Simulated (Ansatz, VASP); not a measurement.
This is a calculation of K2S for VASP 6.6.1.

INCAR

```
PREC = Accurate
ENCUT = 520
EDIFF = 1E-7
ISMEAR = -1
SIGMA = 0.05
LREAL = False
LASPH = True
NELM = 60
ALGO = Normal
ISIF = 2
LWAVE = False
LCHARG = False
GGA = PS
NBANDS = 19
```

The input KPOINTS:

```
Automatic mesh
0
Gamma
  6 6 6
```

Contents of POSCAR:

```
K2S
1.0
    0.0000000000      3.6312664021      3.6312664021
    3.6312664021      0.0000000000      3.6312664021
    3.6312664021      3.6312664021      0.0000000000
K S
2 1
Direct
    0.2500000000      0.2500000000      0.2500000000
    0.7500000000      0.7500000000      0.7500000000
    0.0000000000      0.0000000000      0.0000000000
```

Potentials or basis: VASP PAW PBE potentials, release 64 (K_sv, S).

Launch:

```console
$ cat potpaw_PBE.64/K_sv/POTCAR potpaw_PBE.64/S/POTCAR > POTCAR
$ mpirun -np 1 vasp_std > vasp.out
```

**Question.** Set up the same calculation for Ansatz 0.2.0. Potentials there: Ansatz PAW.

**Answer.** As run (the cutoff follows the program's own potentials):

The input input.yaml:

```yaml
crystal:
  lattice:
    - [0.0, 3.6312664021, 3.6312664021]
    - [3.6312664021, 0.0, 3.6312664021]
    - [3.6312664021, 3.6312664021, 0.0]
  atoms:
    - { symbol: K, position: [0.25, 0.25, 0.25] }
    - { symbol: K, position: [0.75, 0.75, 0.75] }
    - { symbol: S, position: [0.0, 0.0, 0.0] }
hamiltonian:
  xc: pbesol
  pseudopotentials: { kind: paw }
kpoints:
  mp_grid: { grid: [6, 6, 6] }
scf:
  occupations: { method: fermi_dirac, width: 0.05 }
output:
  forces: true
  stress: true
  eigenvalues: true
```

Potentials or basis: Ansatz PAW.

The run is started by

```bash
$ ansatz run input.yaml --threads 1 --pin off --max-ram 3584MiB --backend cpu --events-out ev --progress --plain --runs-dir out
```

Both were run:

|  | VASP | Ansatz | Ansatz less VASP |
| --- | --- | --- | --- |
| gap on the k mesh at the Fermi level (eV) | 2.42 | 2.42 | +0.002 |
| least direct gap on the mesh (eV) | 2.68 | 2.68 | +0.003 |
| pressure (GPa) | 0.7 | 0.7 | -0.06 |

Caveats: the PAW data sets were made with another functional, which shifts forces and pressure a little (VASP); the PAW data sets come from PBE, with cores solved anew for the run's functional, which leaves a small shift of forces and pressure (Ansatz). A k mesh can miss the band edges.
